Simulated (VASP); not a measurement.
**A slab model of the (1 1 1) face of Al2Pt**

Wanted: how the (1 1 1) face of Al2Pt relaxes, and what it costs to take an electron out. The start is a cell from a database of measured crystal structures.

Main program and level: VASP 6.6.1; PBE; plane waves and PAW (Pt, Al), in the first sound run; inputs show where later runs differ.

This is a report of a sequence of runs, with most program output left out.

The database entry behind the starting cell differs from later determinations by our own check (0.1 to 0.3 % short, probably kX units), so it need not match the best structure at ambient conditions.

## (1) Starting point

The structure is cubic, space group Fm-3m (No. 225). The conventional cell has a = 5.910 Å, b = 5.910 Å, c = 5.910 Å, α = 90.00°, β = 90.00°, γ = 90.00°. Pt has 8 Al at 2.56 Å nearest. Nearest to Al lie 4 Pt at 2.56 Å. Farther neighbours are not listed.

## (2) The bulk reference

The surface energy counts from the bulk crystal, run with the slab's cutoff and functional on a dense mesh.

INCAR reads:

```
SYSTEM = Al2Pt
PREC = Normal
ENCUT = 300
EDIFF = 1E-05
NELM = 120
ISMEAR = 0
SIGMA = 0.2
LREAL = .FALSE.
ALGO = Fast
GGA = PE
NBANDS = 14
LASPH = .TRUE.
LORBIT = 11
LWAVE = .FALSE.
LCHARG = .FALSE.
KPAR = 2
```

POSCAR reads:

```
Al2Pt
1.0
    0.0000000000      2.9550000000      2.9550000000
    2.9550000000      0.0000000000      2.9550000000
    2.9550000000      2.9550000000      0.0000000000
Pt Al
1 2
Direct
    0.0000000000      0.0000000000      0.0000000000
    0.7500000000      0.7500000000      0.7500000000
    0.2500000000      0.2500000000      0.2500000000
```

KPOINTS reads:

```
Automatic mesh
0
Gamma
10 10 10
0 0 0
```

Potentials, in the order of the species: Pt and Al (PBE family, release 64).

On the command line:

```bash
> mpirun -np 2 vasp_std
```

Elapsed: 4.8 s, on 2 MPI ranks of AMD EPYC 7R43, shared host; peak memory 0.18 GiB; 8.7 s of CPU time.

Numbers from this step:

```
electronic cycles                               : 12
electrons                                       : 16
free energy (TOTEN)                             : -16.26 eV
energy at zero smearing                         : -16.25 eV
Fermi energy                                    : 7.895 eV
labelled metallic, from the levels on this mesh : yes
```

Energy at zero smearing: -16.25273 eV.

The run ends at a pressure of 2.16 GPa.

## (3) Surface relaxation

This step: PBE; plane waves and PAW (Al, Pt) (VASP 6.6.1).

System of this step: Al2Pt. The cell holds 12 atoms: 8 Al and 4 Pt. Its edges and angles: a = 4.179 Å, b = 4.179 Å, c = 26.942 Å, α = 90.0°, β = 90.0°, γ = 120.0°. It derives from Al2Pt. The (1 1 1) slab of Al2Pt, cut from the database cell. Vacuum lies along c.

The free atoms relax, while those held by selective dynamics keep their cut positions.

INCAR, as its differences from that of step 2:

```diff
@@ -10,3 +10,3 @@
 GGA = PE
-NBANDS = 14
+NBANDS = 44
 LASPH = .TRUE.
@@ -16 +16,10 @@
 KPAR = 2
+IBRION = 2
+NSW = 40
+ISIF = 2
+EDIFFG = -0.03
+POTIM = 0.4
+MAXMIX = 40
+IDIPOL = 3
+LDIPOL = .TRUE.
+DIPOL = 0.5 0.5 0.5
```

POSCAR reads:

```
Al2Pt
1.0
    4.1790010768      0.0000000000      0.0000000000
   -2.0895005384      3.6191210950      0.0000000000
    0.0000000000      0.0000000000     26.9424903182
Al Pt
8 4
Selective dynamics
Direct
    0.0000000000      0.0000000000      0.2783707000  F F F
    0.3333333300      0.6666666700      0.3416933600  F F F
    0.6666666700      0.3333333300      0.4050160200  F F F
    0.0000000000      0.0000000000      0.4683386700  F F F
    0.3333333300      0.6666666700      0.5316613300  T T T
    0.6666666700      0.3333333300      0.5949839800  T T T
    0.0000000000      0.0000000000      0.6583066400  T T T
    0.3333333300      0.6666666700      0.7216293000  T T T
    0.6666666700      0.3333333300      0.3100320300  F F F
    0.3333333300      0.6666666700      0.4366773400  F F F
    0.0000000000      0.0000000000      0.5633226600  T T T
    0.6666666700      0.3333333300      0.6899679700  T T T
```

KPOINTS reads:

```
Automatic mesh
0
Gamma
6 6 1
0 0 0
```

The projector-augmented-wave data sets are Al and Pt (PBE family, release 64).

On the command line:

```bash
> mpirun -np 2 vasp_std
```

Elapsed: 2 min, on 2 MPI ranks; peak memory 0.38 GiB.

The run keeps the 6 symmetry operations of its start, so it cannot find a distortion of lower symmetry.

Step by step:

```csv
step,energy less that of the first step (eV),largest force (eV/Å)
1,0.0000,0.4324
2,-0.0132,0.3587
3,-0.0302,0.2025
4,-0.0177,0.5649
5,-0.0330,0.1831
6,-0.0384,0.1275
7,-0.0425,0.0485
8,-0.0426,0.0463
9,-0.0430,0.0258
```

The atoms that moved most (Å):

```csv
atom,dx,dy,dz,length
Al8,0.000,0.000,-0.114,0.114
Pt12,0.000,0.000,0.057,0.057
Al6,0.000,0.000,0.050,0.050
Pt11,0.000,0.000,0.042,0.042
Al7,0.000,0.000,0.032,0.032
Al5,0.000,0.000,0.020,0.020
```

Final coordinates:

```
Al Pt
1.0
     4.17900    0.00000    0.00000
    -2.08950    3.61912    0.00000
     0.00000    0.00000   26.94249
Al Pt
8 4
Direct
  0.00000 0.00000 0.27837
  0.33333 0.66667 0.34169
  0.66667 0.33333 0.40502
  0.00000 0.00000 0.46834
  0.33333 0.66667 0.53239
  0.66667 0.33333 0.59684
  0.00000 0.00000 0.65948
  0.33333 0.66667 0.71738
  0.66667 0.33333 0.31003
  0.33333 0.66667 0.43668
  0.00000 0.00000 0.56489
  0.66667 0.33333 0.69207
```

This step gave:

| Item | Value |
| --- | --- |
| electronic cycles | 82 |
| electrons | 64 |
| free energy (TOTEN) | -62.8145 eV |
| energy at zero smearing | -62.7599 eV |
| Fermi energy | 1.956 eV |
| dipole moment | 0, 0, 0.008311 e·Å |

The run ended after 9 ionic steps, 0.043 eV below its first step, once the forces on the free atoms met EDIFFG = -0.03.

Only the dipole across the slab is computed (IDIPOL = 3); zeros along the plane are no results.

## (4) Potential and states of the slab

A static run writes the electrostatic potential without exchange and correlation (LVHAR), which is flat in the vacuum and gives the level to count from. The dipole correction cancels the field that unlike faces would set up across the vacuum.

INCAR reads:

```
SYSTEM = Al2Pt
PREC = Normal
ENCUT = 300
EDIFF = 1E-06
NELM = 120
ISMEAR = 0
SIGMA = 0.2
LREAL = .FALSE.
ALGO = Fast
GGA = PE
NBANDS = 60
LASPH = .TRUE.
LORBIT = 11
LWAVE = .TRUE.
LCHARG = .TRUE.
IDIPOL = 3
LDIPOL = .TRUE.
DIPOL = 0.5 0.5 0.5
LVHAR = .TRUE.
LVACPOTAV = .TRUE.
LELF = .TRUE.
NEDOS = 1500
```

POSCAR reads:

```
Al2Pt
1.0
    4.1790010768      0.0000000000      0.0000000000
   -2.0895005384      3.6191210950      0.0000000000
    0.0000000000      0.0000000000     26.9424903182
Al Pt
8 4
Direct
    0.0000000000      0.0000000000      0.2783707000
    0.3333333300      0.6666666700      0.3416933600
    0.6666666700      0.3333333300      0.4050160200
    0.0000000000      0.0000000000      0.4683386700
    0.3333333300      0.6666666700      0.5323938718
    0.6666666700      0.3333333300      0.5968371819
    0.0000000000      0.0000000000      0.6594771398
    0.3333333300      0.6666666700      0.7173801223
    0.6666666700      0.3333333300      0.3100320300
    0.3333333300      0.6666666700      0.4366773400
    0.0000000000      0.0000000000      0.5648888393
    0.6666666700      0.3333333300      0.6920677984
```

KPOINTS is that of step 3.

On the command line:

```bash
> mpirun -np 2 vasp_std
```

Wall time 45 s (2 MPI ranks); peak memory 0.29 GiB; 88 s of CPU time.

This step gave:

- electronic cycles: 26
- free energy (TOTEN): -62.8141 eV
- energy at zero smearing: -62.7594 eV
- Fermi energy: 1.958 eV
- DOS at the Fermi level: 5.560 states/eV/cell
- dipole moment: 0, 0, 0.006243 e·Å
- vacuum levels: 6.211, 6.136 eV
- work functions of the upper and lower face: 4.253, 4.178 eV

The density of states has structure finer than the step of the table below, so its rows give means over 1 eV, whole bins alone (the curve runs from -12.0 to 7.90 eV). Peaks (eV: height): total -5.8: 12.3, -4.7: 18.2, -3.5: 25.8, 6.7: 12.8; Al s -7.8: 0.705, -6.8: 0.606, -5.8: 2.00, 3.8: 1.03; Al p -4.7: 1.05, 0.7: 0.999, 6.1: 1.32, 6.7: 1.54; Pt s -7.8: 0.902, -6.8: 0.716, -3.6: 0.982, 6.6: 0.697; Pt p -0.9: 0.849, -0.2: 1.24, 0.7: 1.46, 1.3: 0.768.

Means over bins of 0.076 eV. The density of states by energy, zero at the Fermi level; means over each step; values in states/eV/cell:

```csv
energy (eV),total,Al s,Al p,Pt s,Pt p,Pt d
-11,6.0e-5,0,0,1.0e-5,0,0
-10,0.413,0.0813,0.00249,0.104,0.00378,8.6e-4
-9,1.51,0.282,0.0255,0.353,0.0321,0.0222
-8,2.70,0.463,0.0768,0.583,0.0715,0.169
-7,2.48,0.384,0.0915,0.459,0.0809,0.314
-6,7.44,1.15,0.177,0.163,0.357,2.78
-5,10.6,0.262,0.586,0.221,0.153,6.52
-4,17.0,0.0996,0.543,0.546,0.149,12.5
-3,10.7,0.163,0.229,0.406,0.270,7.62
-2,3.74,0.194,0.240,0.246,0.399,1.25
-1,4.64,0.167,0.488,0.196,0.701,0.965
0,5.24,0.161,0.633,0.0729,0.895,0.865
1,4.41,0.115,0.577,0.0784,0.855,0.507
2,2.73,0.0913,0.353,0.0341,0.343,0.332
3,3.73,0.440,0.270,0.0584,0.301,0.653
4,6.64,0.761,0.403,0.111,0.211,0.950
5,8.23,0.507,0.699,0.212,0.201,1.03
6,10.3,0.347,1.19,0.293,0.186,1.08
7,10.4,0.271,1.17,0.357,0.258,0.664
```

Zero at the Fermi level. Planar average of the electrostatic potential against height:

```csv
height (Å),planar average of the electrostatic potential (eV)
0.0,4.22
0.5,4.18
1.0,4.18
1.5,4.18
2.0,4.18
2.5,4.18
3.0,4.18
3.5,4.18
4.0,4.18
4.5,4.16
5.0,4.12
5.5,3.99
6.0,3.53
6.5,2.13
7.0,-2.29
7.5,-9.19
8.0,-11.9
8.5,-12.0
9.0,-11.2
9.5,-5.70
10.0,-0.961
10.5,-4.19
11.0,-10.2
11.5,-11.9
12.0,-11.9
12.5,-10.5
13.0,-4.50
13.5,-0.755
14.0,-4.94
14.5,-10.5
15.0,-11.6
15.5,-11.7
16.0,-10.0
16.5,-4.13
17.0,-1.22
17.5,-6.09
18.0,-11.2
18.5,-12.6
19.0,-13.9
19.5,-8.49
20.0,-0.317
20.5,2.81
21.0,3.82
21.5,4.12
22.0,4.22
22.5,4.24
23.0,4.25
23.5,4.25
24.0,4.25
24.5,4.25
25.0,4.25
25.5,4.25
26.0,4.25
26.5,4.25
```

Density of states in the PAW spheres, an atom over height of the layer and energy from the Fermi level.

Ten even steps from '0' (0.04 states/eV) to '9' (4.98 states/eV), each cell a mean:
```
000000000000
000000000010
000000000000
000000000000
010010000010
000000000000
010000000010
010000000010
010010010010
060030030040
090090090090
060060060070
040040040040
040060060040
010020020020
010010010010
010020020020
000000000000
000000000000
000000000000
000000000000
000000000000
```
Columns: height of the layer (Å) from 7.5 to 19.3 (not evenly spaced); rows upwards: energy from the Fermi level (eV) from -7.9 to 0.5.

Force by atom:

```csv
atom,x (eV/Å),y (eV/Å),z (eV/Å),size
Al1,0.000,0.000,0.443,0.443
Al2,0.000,0.000,-0.006,0.006
Al3,0.000,0.000,-0.068,0.068
Al4,0.000,0.000,0.089,0.089
Al5,0.000,0.000,0.014,0.014
Al6,0.000,0.000,-0.013,0.013
Al7,0.000,0.000,-0.006,0.006
Al8,0.000,0.000,-0.012,0.012
Pt9,0.000,0.000,-0.413,0.413
Pt10,0.000,0.000,-0.034,0.034
Pt11,0.000,0.000,-0.008,0.008
Pt12,0.000,0.000,0.012,0.012
```

Electrostatic potential energy in the ca plane at fractional y = 0.000, with atoms of Al and Pt within 0.2 Å of it. With pseudopotentials it is smooth inside the atoms' cores, unlike the true potential.

Ten even steps from '0' (-61 eV) to '9' (6 eV), each cell a mean:
```
99999999999999999973004899999999830037872001
99999999999999999987557899999999875578986324
99999999999999999998888999999999988889998878
99999999999999999999999999999999999999999999
99999999999999999999999999999999999999999999
99999999999999999999999988999988999999999999
99999999999999999999999999999999999999999999
99999999999999999999999999999999999999999989
99999999999999999998778999999999987789997556
99999999999999999985115899999999851158984102
99999999999999999872002799999999720027862000
```
Columns run along c (16.0 Å, from fractional 0.00 to 0.59 of the cell; values clipped at the 3rd and 97th percentile), rows up along a (4.2 Å). Atoms in or near the plane, at fractional coordinates: Al at (0.28, 0.00), Al at (0.47, 0.00), Pt at (0.56, 0.00).

ELF in the ca plane at fractional y = 0.000, with atoms of Al and Pt within 0.2 Å of it. It is the smooth field of the valence electrons, not physical close to the nuclei.

Values, 6 rows by 16 columns, each cell a mean:
```
0.00 0.00 0.00 0.00 0.07 0.34 0.74 0.37 0.35 0.13 0.06 0.32 0.27 0.45 0.35 0.12
0.00 0.00 0.00 0.00 0.01 0.25 0.54 0.62 0.49 0.35 0.28 0.46 0.54 0.43 0.43 0.42
0.00 0.00 0.00 0.00 0.07 0.05 0.22 0.36 0.43 0.53 0.51 0.51 0.38 0.30 0.39 0.50
0.00 0.00 0.00 0.00 0.05 0.09 0.30 0.43 0.44 0.49 0.46 0.49 0.42 0.33 0.43 0.50
0.00 0.00 0.00 0.00 0.07 0.23 0.63 0.64 0.51 0.26 0.18 0.43 0.54 0.46 0.41 0.35
0.00 0.00 0.00 0.05 0.11 0.40 0.76 0.22 0.24 0.09 0.04 0.26 0.13 0.44 0.32 0.05
```
Columns run along c (16.0 Å, from fractional 0.00 to 0.59 of the cell), rows up along a (4.2 Å). Atoms in or near the plane, at fractional coordinates: Al at (0.28, 0.00), Al at (0.47, 0.00), Pt at (0.56, 0.00).

Valence density in the ca plane at fractional y = 0.000, with atoms of Al and Pt within 0.2 Å of it. It is the smooth field of the valence electrons, not physical close to the nuclei.

Ten steps, logarithmic in the rise over the least value, from '0' (0.0 e/Å³) to '9' (3.3 e/Å³), each cell a mean:
```
00000000000000001233223332111123332234568999
00000000000000001233344432211223444334457887
00000000000000001123444443222334444433445666
00000000000000000123344544333344544333334444
00000000000000000112345554444445554333333444
00000000000000000112345555444455554332333444
00000000000000000112345554433445554333334444
00000000000000000123444443333334444433345555
00000000000000001233444433222233444434456777
00000000000000001233334332111123343334568998
00000000000000001232113322111123331134568999
```
Columns run along c (16.0 Å, from fractional 0.00 to 0.59 of the cell), rows up along a (4.2 Å). Atoms in or near the plane, at fractional coordinates: Al at (0.28, 0.00), Al at (0.47, 0.00), Pt at (0.56, 0.00).

The map of layer states is cut here 0.5 eV above the Fermi level, so it leaves out the states above that.

The vacuum level lies 4.25 eV above the Fermi level at the upper face; the two faces differ by 0.08 eV, the step that the slab's dipole of 0.006 e·Å makes.

The program found no field-free point at its default tolerance, but its printed level agrees with the flat part of the planar average.

On this mesh the fine structure of the density of states is sampling noise, and high empty states may be cut by the number of bands.

## (5) Tunnelling image, filled states within 1.5 eV

A partial density over this window, at constant height above the top atom, is the Tersoff-Hamann picture of a tunnelling image.

INCAR reads:

```
SYSTEM = Al2Pt
PREC = Normal
ENCUT = 300
EDIFF = 1E-05
NELM = 120
ISMEAR = 0
SIGMA = 0.2
LREAL = .FALSE.
ALGO = Fast
GGA = PE
NBANDS = 60
LASPH = .TRUE.
LWAVE = .FALSE.
LCHARG = .FALSE.
ISTART = 1
LPARD = .TRUE.
NBMOD = -3
EINT = -1.5 0
LSEPB = .FALSE.
LSEPK = .FALSE.
```

POSCAR is that of step 4.

KPOINTS is that of step 4.

The WAVECAR or CHGCAR of an earlier step is read.

On the command line:

```bash
> mpirun -np 2 vasp_std
```

Elapsed: 2 s, on 2 MPI ranks; 2.8 s of CPU time.

Local density of states in the window along a and b. Constant height, 2.5 Å above the top atom.

Ten even steps from '0' (0.62 × 1e-3 e/Å³) to '9' (2.26 × 1e-3 e/Å³), each cell a mean:
```
000001122334555666666554433221100000
000111233445666777766654433211100000
011122344556777777776654433211100000
112233455677888888776655433221111111
223344566788899988877654433221111111
334455677889999998876654433222222222
344566788999999998876654433322222233
455667889999999988776554433333333334
556678889999999887766554443333334444
566778888999888877665554444444444455
666777888888877766655544444444444555
566667777777766665555444444444445555
555666666666655555554444444444445555
555555555555555444444444444444444444
444444444444444444444444444444444444
333333333333333444444444444444443333
222222222222333344444444444443333322
111111111222233344444444444333322221
100001111122233344444444444333221111
000000011122333444555544443322211100
000000011223344455555554443322110000
000000112233445555555554433221100000
```
Columns: along a (fractional) from 0 to 0.972; rows upwards: along b (fractional) from 0 to 0.972.

Partial charge density in the ca plane at fractional y = 0.000, with atoms of Al and Pt within 0.2 Å of it. It is the smooth field of the valence electrons, not physical close to the nuclei.

Ten steps, logarithmic in the rise over the least value, from '0' (0.00 Å⁻³) to '9' (0.21 Å⁻³), each cell a mean:
```
00000000000001234676445544322345654456678999
00000000000000134567666554433445666566667888
00000000000000123566666665444556666665666776
00000000000000123455666666555566666555566666
00000000000000112345566666666667766555556666
00000000000000112345566666666677766555556666
00000000000000112345666666655666666555556666
00000000000000123456666665545566666655566666
00000000000000124566666655434456666666667787
00000000000001134676555554333345665556678998
00000000000001235676334443322345553356779999
```
Columns run along c (16.0 Å, from fractional 0.00 to 0.59 of the cell), rows up along a (4.2 Å). Atoms in or near the plane, at fractional coordinates: Al at (0.28, 0.00), Al at (0.47, 0.00), Pt at (0.56, 0.00).

Shared out to the nearest atoms, the partial charge density has 58 % on Al; its largest share on one atom is 11 % (Pt10), and it takes 9 of the 12 atoms to pass 80 %.

Between its 5th and 95th percentile the partial density varies by a factor of 2.8, which sets the contrast of the image.

## (6) Tunnelling image, empty states within 1.5 eV

INCAR, as its differences from that of step 5:

```diff
@@ -17,3 +17,3 @@
 NBMOD = -3
-EINT = -1.5 0
+EINT = 0 1.5
 LSEPB = .FALSE.
```

POSCAR is that of step 5.

KPOINTS is that of step 5.

The WAVECAR or CHGCAR of an earlier step is read.

On the command line:

```bash
> mpirun -np 2 vasp_std
```

Run time: 1.8 s. Hardware: 2 MPI ranks.

Local density of states in the window along a and b. Constant height, 2.5 Å above the top atom.

Ten even steps from '_' (0.72 × 1e-3 e/Å³) to '@' (3.98 × 1e-3 e/Å³), each cell a mean:
```
__________......::::----====++++++++++++++++====----::::....____________
________....::::----====++++************++++====----::::....____________
____......::----====++****############****++++==----::::....____________
......::::--====++****####%%%%%%%%%%####****++==----::::......__________
..::::----==++++**####%%%%@@@@@@%%%%####****++==----::::................
::----====++**####%%%%@@@@@@@@@@@@%%%%##**++++==----::::..............::
----==++++**####%%@@@@@@@@@@@@@@@@%%####**++====----::::::......::::::::
--==++++**####%%@@@@@@@@@@@@@@@@%%%%##****++====----::::::::::::::::----
==++++**####%%%%@@@@@@@@@@@@%%%%####****++====------::::::::::::::----==
==++****####%%%%%%@@@@@@%%%%%%####****++======------::::::::::------====
++++****######%%%%%%%%%%######****++++======--------::::::::--------====
++++++********########********++++======------------::::----------======
==++++++++++********++++++++++======--------------------------------====
==============================----------------------------------------==
------------------------------------------------------------------------
::::::::::::::::::::::::::::::::::::::::--------------::::::::::::::::::
::::..........::::::::::::::::::::::::--------------::::::::::::::::::::
........................::::::::::::----------------::::::::::::........
______________..........::::::::--------------------::::::::..........__
________________......::::::::----------------------::::::........______
______________......::::::------==============------::::::......________
____________......::::------====================----::::......__________
```
Columns: along a (fractional) from 0 to 0.972; rows upwards: along b (fractional) from 0 to 0.972.

Partial charge density in the ca plane at fractional y = 0.000, with atoms of Al and Pt within 0.2 Å of it. It is the smooth field of the valence electrons, not physical close to the nuclei.

Values in Å⁻³, 6 rows by 16 columns, each cell a mean:
```
0.000 0.000 0.000 0.000 0.001 0.011 0.057 0.032 0.024 0.011 0.006 0.016 0.020 0.032 0.044 0.064
0.000 0.000 0.000 0.000 0.001 0.006 0.026 0.037 0.035 0.020 0.015 0.027 0.033 0.022 0.032 0.035
0.000 0.000 0.000 0.000 0.001 0.003 0.009 0.022 0.038 0.033 0.032 0.037 0.026 0.015 0.023 0.031
0.000 0.000 0.000 0.000 0.001 0.003 0.012 0.024 0.037 0.030 0.028 0.035 0.028 0.016 0.025 0.032
0.000 0.000 0.000 0.000 0.001 0.007 0.034 0.041 0.034 0.017 0.011 0.024 0.033 0.025 0.035 0.040
0.000 0.000 0.000 0.000 0.001 0.013 0.063 0.025 0.021 0.010 0.004 0.014 0.013 0.034 0.045 0.073
```
Columns run along c (16.0 Å, from fractional 0.00 to 0.59 of the cell), rows up along a (4.2 Å). Atoms in or near the plane, at fractional coordinates: Al at (0.28, 0.00), Al at (0.47, 0.00), Pt at (0.56, 0.00).

Shared out to the nearest atoms, the partial charge density has 64 % on Al; its largest share on one atom is 12 % (Al1), and it takes 9 of the 12 atoms to pass 80 %.

Between its 5th and 95th percentile the partial density varies by a factor of 4.0, which sets the contrast of the image.

(Part 1 of 2 ends here.)

[Lines on the potential files, build, host, timing and source positions are cut from VASP's logs without a mark.]

[Logs are printed without paths, hosts, clocks, repeated set-up lines and the standing remarks that a program may print on its own settings, such as how far it seeks lower states.]

[Hosts, paths, dates, database ids (printed as entryN), source tags and the programs' standing remarks are cut or masked in the printed files.]

[In band tables of VASP the shares of atoms and orbitals are scaled to a sum of 1 inside the atoms' spheres.]

[Runs that stopped without an error message from VASP are left out.]

[VASP counts the dipole in electrons times Å, so a positive number points the physical dipole along −c.]
